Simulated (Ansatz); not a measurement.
Set up this calculation in Ansatz 0.2.0, as the native input.

```
Task                : single point
Functional          : PBE
Potentials or basis : all-electron LAPW, scalar-relativistic
Cutoff              : 259 eV (chosen from the basis error)
Basis error allowed : 0.001 eV/atom
k mesh              : 11 × 11 × 11
Occupations         : fermi-dirac, width 0.05 eV
Spin                : no spin polarisation
```

The system is Au.

```
CELL_PARAMETERS angstrom
0.05952 2.03278 2.02390
2.06284 0.03015 2.05328
2.07413 2.07344 0.01886
ATOMIC_POSITIONS crystal
Au 0.99810 0.99583 0.01853
```

The cell isn't the ideal one: cell strained at random at fixed volume.

One way to write it, as run:

input.yaml

```yaml
crystal:
  lattice:
    - [0.059518, 2.032784, 2.023902]
    - [2.062843, 0.030146, 2.053275]
    - [2.074132, 2.073445, 0.018857]
  atoms:
    - { symbol: Au, position: [-0.001896, -0.004175, 0.01853] }
kpoints:
  mp_grid: { grid: [11, 11, 11] }
scf:
  occupations: { method: fermi_dirac, width: 0.05 }
hamiltonian:
  xc: pbe
  pseudopotentials: { kind: all_electron, lapw: { basis_error: 0.001 } }
output:
  forces: true
  stress: true
  eigenvalues: true
  populations: true
```

Potentials or basis: all-electron LAPW, scalar-relativistic.

Run with:

```bash
$ ansatz run input.yaml --threads 1 --pin off --max-ram 2560MiB --backend cpu --events-out ev --progress --plain --runs-dir out
```

Results of the run:

```json
{"Pressure": "11.0 GPa", "Band gap on the k mesh": "none (metal or under the smearing width)"}
```

Wall time 78 s on 1 thread of Arm Neoverse V2, with other jobs on the host, peak memory 0.92 GiB.
